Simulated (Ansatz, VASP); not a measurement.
## Nb in VASP and in Ansatz

Contents of INCAR:

```
PREC = Accurate ; ENCUT = 520
EDIFF = 1E-8 ; ISMEAR = -1
SIGMA = 0.03 ; LREAL = F
LASPH = T ; NELM = 60
ALGO = Normal ; ISIF = 2
LWAVE = F ; LCHARG = F
GGA = PE ; LEFG = T
NBANDS = 12
```

File KPOINTS:

```
Automatic mesh
0
Gamma
  15 15 15
```

The input POSCAR:

```
Nb
1.0
   -1.7138685000      1.6639500000      1.6639500000
    1.6639500000     -1.7138685000      1.6639500000
    1.6639500000      1.6639500000     -1.7138685000
Nb
1
Direct
    0.0000000000      0.0000000000      0.0000000000
```

Input for Ansatz:

```yaml
crystal:
  lattice:
    - [-1.7138685, 1.66395, 1.66395]
    - [1.66395, -1.7138685, 1.66395]
    - [1.66395, 1.66395, -1.7138685]
  atoms:
    - { symbol: Nb, position: [0.0, 0.0, 0.0] }
kpoints:
  mp_grid: { grid: [15, 15, 15] }
scf:
  occupations: { method: fermi_dirac, width: 0.03 }
hamiltonian:
  xc: pbe
  pseudopotentials: { kind: all_electron, datasets: crystal }
output:
  forces: true
  stress: true
  eigenvalues: true
  efg: { contact_densities: true }
```

Change from the starting cell: equal xy, yz and zx shear strains of -3 %, crystal datasets.

Alike in both runs: task electric field gradients; functional PBE; k mesh 15 × 15 × 15; occupations fermi-dirac, width 0.03 eV; no spin polarisation.

```csv
,VASP,Ansatz
version,VASP 6.6.1,Ansatz 0.2.0
potentials or method,"VASP PAW PBE potentials, release 64 (Nb_sv)","all-electron PAW with datasets made for the crystal, scalar-relativistic"
plane-wave cutoff (eV),520,see its input
```

|  | VASP | Ansatz | Ansatz less VASP |
| --- | --- | --- | --- |
| pressure (GPa) | -2.6 | -2.3 | +0.31 |
| largest component of the traceless stress (GPa) | 0.36 | 0.35 | -0.011 |
| Vzz of the field gradient on the site that differs most (V/Å²) | 24.4 | 20.6 | -3.82 |

Ansatz ran all-electron here, so the differences hold the error of VASP's frozen core and of both bases. Ansatz warned: «gradients_without_spin_orbit».
